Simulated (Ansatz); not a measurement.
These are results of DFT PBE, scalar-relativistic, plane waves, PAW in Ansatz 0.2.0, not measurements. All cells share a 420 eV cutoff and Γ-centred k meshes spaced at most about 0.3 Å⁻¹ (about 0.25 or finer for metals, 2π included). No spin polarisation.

These are static total energies at zero pressure.

Compare these two cells of Li₃Br, each relaxed at this level.

A.

```
CELL_PARAMETERS angstrom
5.04979 0.00000 0.00000
0.00000 5.04979 0.00000
0.00000 0.00000 5.04979
ATOMIC_POSITIONS crystal
Li 0.50000 0.00000 0.00000
Li 0.00000 0.50000 0.00000
Li 0.00000 0.00000 0.50000
Br 0.00000 0.00000 0.00000
```

B.

```
CELL_PARAMETERS angstrom
3.03891 1.75452 3.05755
-3.03891 1.75452 3.05755
0.00000 -3.50903 3.05755
ATOMIC_POSITIONS crystal
Li 0.50000 0.20518 0.79482
Li 0.20518 0.79482 0.50000
Li 0.79482 0.50000 0.20518
Br 0.00000 0.00000 0.00000
```

Problem. Which form is favoured at zero pressure, and by what margin per atom?

Solution. B is lower, by 174 meV/atom. A has the anti-ReO3 type, space group Pm-3m (No. 221), 32.2 Å³/atom and no gap on its mesh; B has space group R32 (No. 155), 24.5 Å³/atom and no gap. The denser one is the lower, and pressure would at first widen the difference. In A, Li is surrounded by 2 Br at 2.52 Å; around Br lie 6 Li at 2.52 Å. In B, Li has 2 Br at 2.64 Å and 4 Li at 3.08–3.10 Å; Br has 6 Li at 2.64 Å. Both come from invented guesses.

Cells relaxed within their symmetry can be saddle points.
